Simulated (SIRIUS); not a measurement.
## BaTiO3 (Barioperovskite) in SIRIUS: the effect of target pressure

The system is BaTiO3 (Barioperovskite).

```
CELL_PARAMETERS angstrom
3.98550 0.00000 0.00000
0.00000 2.83690 2.84515
0.00000 -2.83690 2.84515
ATOMIC_POSITIONS crystal
Ba 0.00000 0.00000 0.00000
Ti 0.50000 0.51240 0.51240
O 0.50000 0.99184 0.50524
O 0.50000 0.50524 0.99184
O 0.00000 0.48740 0.48740
```

Alike in all runs:

- Program: SIRIUS 7.12.0
- Task: relaxation of cell and atoms
- Functional: PBE
- Potentials or basis: PseudoDojo 0.4.1 PBE standard (scalar relativistic)
- Cutoff: 1152 eV
- Density cutoff: 4606 eV
- k mesh: 3 × 3 × 3
- Occupations: fermi-dirac, width 0.05 eV
- Spin: no spin polarisation

Each run relaxes the cell or the atoms first.

```tsv
target pressure	relaxed volume (Å³/atom)	gap on the mesh (eV)
0 GPa	13.54	2.88
5 GPa	12.93	2.71
10 GPa	12.50	2.61
20 GPa	11.86	2.39
30 GPa	?	?
```

**Question.** What does the run with target pressure 30 GPa give?

**Answer.** Relaxed volume 11.40 Å³/atom; gap on the mesh 2.27 eV.

Worked out: In Murnaghan's law V^(-B') rises as a straight line in P. The other rows fit best with B' = 6.7, V0 = 13.54 Å³/atom and B0 = 94 GPa, which gives 11.41 Å³/atom at 30 GPa, against the run's 11.40. A parabola through the other rows of the gap on the mesh, of slope -0.0099 eV per GPa there, extrapolates to 2.26 eV, against the run's 2.27.

Caveats: all runs use coarse meshes; this release of the barium file is off; spin-orbit coupling is left out, which moves the levels of the heavy elements; an odd mesh through Γ misses points on the zone boundary, where band edges often lie.
